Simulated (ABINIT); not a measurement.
The system is PbS.

```
Pb S
1.0
     2.07995   -5.99130    0.00000
     2.07995    5.99130    0.00000
     0.00000    0.00000    4.27932
Pb S
2 2
Direct
  0.13056 0.86944 0.25000
  0.86944 0.13056 0.75000
  0.35480 0.64520 0.25000
  0.64520 0.35480 0.75000
```

Measurements of this composition are mostly on another form, of space group No. 225.

Base run:

| Property | Result |
| --- | --- |
| Program | ABINIT 10.8.3 (patched build) |
| Functional | BP86 |
| Potentials or basis | JTH PAW PBE v2.0 |
| Cutoff | 544 eV |
| k mesh | 7 × 7 × 6 |
| Occupations | fermi-dirac, width 0.05 eV |
| Spin | no spin polarisation |

Its results: band gap on the k mesh 1.25 eV, indirect (least direct gap 1.42 eV); largest force 0.127 eV/Å.

Question: The run is repeated on the same cell with these changes: functional from BP86 to RPBE. What comes out?

Answer: Band gap on the k mesh 1.34 eV, indirect (least direct gap 1.51 eV); largest force 0.140 eV/Å.

Caveats: the PAW data sets were made with another functional, which shifts forces and pressure a little; spin-orbit coupling is left out, which as a rule narrows the gap of such compounds by several tenths of an eV; an odd mesh through Γ misses points on the zone boundary, where band edges often lie.
